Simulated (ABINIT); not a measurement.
Crystal: TaSi2.

```
Ta Si
1.0
     4.78000    0.00000    0.00000
    -2.39000    4.13960    0.00000
     0.00000    0.00000    6.56400
Ta Si
3 6
Cartesian
  -1.1950 2.0698 1.0940
  1.1950 2.0698 5.4700
  2.3900 0.0000 3.2820
  1.1949 0.6899 1.0940
  -1.1951 3.4497 5.4700
  2.3900 2.7599 3.2820
  1.1951 3.4497 1.0940
  3.5851 0.6899 5.4700
  0.0000 1.3797 3.2820
```

Program: ABINIT 10.8.3 (patched build). Alike in all runs: task band structure; no spin polarisation; cell as given; smearing fermi-dirac 0.05 eV.

**Question.** Order these runs on this cell by their pressure, lowest first.
A. level LDA; potentials or basis JTH PAW LDA v2.0; k mesh 7 × 7 × 4; cutoff (eV) 517; fine-grid cutoff 1034.03 eV
B. level PBE; potentials or basis JTH PAW PBE v2.0; k mesh 7 × 7 × 4; cutoff (eV) 517; fine-grid cutoff 1034.03 eV
C. level PBEsol; potentials or basis PseudoDojo NC SR PBEsol v0.4.1 standard; k mesh 7 × 7 × 4; cutoff (eV) 789
D. level r2SCAN; potentials or basis JTH PAW PBE v2.0; k mesh 6 × 6 × 3; cutoff (eV) 626; fine-grid cutoff 1224.51 eV

**Answer.** A (-4.8 GPa), C (-1.3 GPa), D (0.3 GPa), B (3.4 GPa).

Caveats: the PAW data sets were made with another functional, which shifts forces and pressure a little (some runs).
